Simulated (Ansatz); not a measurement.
The system is MnS.

```
Mn S
1.0
     0.00000    2.60450    2.60450
     2.60450    0.00000    2.60450
     2.60450    2.60450    0.00000
Mn S
1 1
Direct
  0.00000 0.00000 0.00000
  0.50000 0.50000 0.50000
```

| Item | Value |
| --- | --- |
| Program | Ansatz 0.2.0 |
| Task | relaxation of cell and atoms |
| Functional | RPBE |
| Dispersion | D4 |
| Potentials or basis | Ansatz PAW |
| Cutoff | 420 eV (not typed: the program's choice for these potentials) |
| k mesh | 9 × 9 × 9 |
| Occupations | fermi-dirac, width 0.05 eV |
| Spin | collinear spin, ferromagnetic start |
| Starting moments | [4.0, 0.0] μB |

At the start: volume 17.67 Å³/atom.

Question: Where does the relaxation end?

Answer: It ends after 5 steps and the volume is 15.20 Å³/atom (-13.9 %); space group Fm-3m (No. 225, to 0.05 Å); moment 4.25 μB per cell.

The path:
```csv
step,energy change (eV),largest force (eV/Å),volume (Å³)
1,0.0000,0.0000,35.33
2,-0.0777,0.0000,32.82
3,-0.1020,0.0000,30.79
4,-0.1027,0.0000,30.41
5,-0.1007,0.0000,30.41
```

Final structure:
```xyz
2
Lattice="0.0000 2.4773 2.4773 2.4773 0.0000 2.4773 2.4773 2.4773 0.0000" Properties=species:S:1:pos:R:3 pbc="T T T"
Mn    0.0000    0.0000    0.0000
S     2.4773    2.4773    2.4773
```

Caveat: the plane-wave basis is chosen anew once the cell has moved, so the energies of steps on either side of that aren't comparable; the volume moved by -14 % from the deposited cell, more than functionals usually miss; a cell with one magnetic atom can't hold antiferromagnetic order, which such compounds often take; pairwise dispersion overbinds metals, which lowers pressure and volume; the PAW data sets come from PBE, with cores solved anew for the run's functional, which leaves a small shift of forces and pressure.
